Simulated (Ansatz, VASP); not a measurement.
One calculation of ZrC, two programs

```
CELL_PARAMETERS angstrom
0.00000 2.29369 2.37480
2.29369 0.00000 2.37480
2.29369 2.29369 0.00000
ATOMIC_POSITIONS crystal
Zr 0.49512 0.50488 0.50488
C 0.03706 0.96294 0.96294
```

Change from the starting cell: mode 4 frozen in at -0.172 Å, strain +e along z and -e/2 along x and y +0.0233.

Alike in both runs: task single point; functional LDA; k mesh 16 × 16 × 16; occupations gaussian, width 0.15 eV; no spin polarisation.

```csv
,VASP,Ansatz
version,VASP 6.6.1,Ansatz 0.2.0
potentials or method,"VASP PAW LDA potentials, release 64 (Zr_sv, C)","scalar-relativistic, plane waves, PAW"
plane-wave cutoff (eV),520,520
valence electrons in the cell,16,16
```

```tsv
	VASP	Ansatz	Ansatz less VASP
gap on the k mesh at the Fermi level (eV)	none	none	-
pressure (GPa)	5.1	4.4	-0.67
largest component of the traceless stress (GPa)	13.46	13.34	-0.118
rms of the force components (eV/Å)	1.139	1.128	-0.0117
```

Atom by atom the forces differ by 0.012 eV/Å (rms over components). A gap of «none» marks a metal or a gap that the smearing closes.

Caveats: forces of over 1 eV/Å show positions far from the minimum, so gaps and moduli don't describe the material at rest.
